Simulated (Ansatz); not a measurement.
# (110) slab of zincblende AlN, 7.7 Å thick as cut, bare faces

Ansatz, PAW, plane waves, no spin–orbit coupling unless named; atoms relaxed with PBEsol, the curve by HSE06. The curve holds the local part of the PAW potentials, so its shape inside matter depends on the files.

```
Al N
1.0
     2.18886   -2.18886    0.00000
     0.00000    0.00000    4.37772
   -14.66454  -14.66454    0.00000
Al N
6 6
Direct
  0.99822 0.00472 0.61436
  0.99779 0.96216 0.32311
  0.99806 0.00483 0.46349
  0.49814 0.50492 0.53658
  0.49830 0.46229 0.67696
  0.49793 0.50459 0.38571
  0.99814 0.25427 0.53762
  0.99829 0.26299 0.68613
  0.99791 0.25826 0.38771
  0.49809 0.75420 0.46242
  0.49822 0.75836 0.61234
  0.49783 0.76286 0.31393
```

Planar mean of the electrostatic potential energy along the normal, from the vacuum level:

| z (Å) | v (eV) |
| --- | --- |
| 0.00 | 0.00 |
| 0.29 | 0.00 |
| 0.72 | 0.00 |
| 1.01 | 0.00 |
| 1.30 | 0.00 |
| 1.73 | 0.00 |
| 2.02 | 0.00 |
| 2.30 | 0.00 |
| 2.74 | 0.00 |
| 3.02 | 0.00 |
| 3.31 | 0.00 |
| 3.74 | 0.00 |
| 4.03 | -0.01 |
| 4.32 | -0.04 |
| 4.75 | -0.14 |
| 5.04 | -0.32 |
| 5.47 | -1.17 |
| 5.76 | -2.76 |
| 6.05 | -6.67 |
| 6.48 | -11.13 |
| 6.77 | -10.50 |
| 7.06 | -8.84 |
| 7.49 | -9.56 |
| 7.78 | -11.30 |
| 8.07 | -12.01 |
| 8.50 | -8.90 |
| 8.79 | -6.87 |
| 9.07 | -8.25 |
| 9.51 | -11.63 |
| 9.79 | -11.14 |
| 10.08 | -8.83 |
| 10.51 | -7.82 |
| 10.80 | -10.06 |
| 11.09 | -11.72 |
| 11.52 | -9.66 |
| 11.81 | -7.17 |
| 12.10 | -7.57 |
| 12.53 | -11.44 |
| 12.82 | -11.94 |
| 13.11 | -10.41 |
| 13.54 | -8.61 |
| 13.83 | -9.58 |
| 14.11 | -11.13 |
| 14.55 | -8.83 |
| 14.83 | -4.47 |
| 15.12 | -1.80 |
| 15.55 | -0.50 |
| 15.84 | -0.22 |
| 16.27 | -0.06 |
| 16.56 | -0.03 |
| 16.85 | -0.01 |
| 17.28 | -0.01 |
| 17.57 | 0.00 |
| 17.86 | 0.00 |
| 18.29 | 0.00 |
| 18.58 | 0.00 |
| 18.87 | 0.00 |
| 19.30 | 0.00 |
| 19.59 | 0.00 |
| 19.87 | 0.00 |
| 20.31 | 0.00 |
| 20.59 | 0.00 |

(1) How far below the vacuum level do the top filled and the lowest empty level lie, by each functional?

## Answers

(1) PBEsol: 5.73 and 3.11 eV (gap 2.63 eV, a 6×4×1 mesh); HSE06: 6.46 and 2.57 eV (gap 3.88 eV, a 4×3×1 mesh); r²SCAN: 5.89 and 2.74 eV (gap 3.15 eV, a 4×3×1 mesh). Either level can be a surface state and not a band edge of the crystal.
